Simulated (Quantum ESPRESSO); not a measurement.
Runs of Quantum ESPRESSO 7.5 on BN. It takes space group P6_3mc (No. 186, hexagonal). The conventional cell has a = 2.554 Å, b = 2.554 Å, c = 4.227 Å, α = 90.00°, β = 90.00°, γ = 120.00°. Around N (site symmetry 3m) lie 4 B at 1.57 to 1.58 Å. B (site symmetry 3m) is surrounded by 4 N at 1.57 to 1.58 Å. Measurements of this composition are mostly on another form, of space group No. 194.

```csv
cell,gap on the mesh (eV),pressure (GPa)
relaxed to 0.3 kbar,5.23,0.0
relaxed to 5 GPa,(b),5.0
relaxed to 20 GPa,5.12,19.9
relaxed to 2 GPa,(a),2.0
relaxed to 30 GPa,5.07,29.9
relaxed to 10 GPa,5.18,10.0
```

Alike in all rows: task relaxation of cell and atoms; level PBE; potentials or basis SSSP 1.3 efficiency PBE; no spin polarisation; k mesh 12 × 12 × 6; cutoff (eV) 939; smearing fermi-dirac 0.05 eV.

Q: Estimate the missing entries.

A: (a) 5.22; (b) 5.20.

A k mesh can miss the band edges.
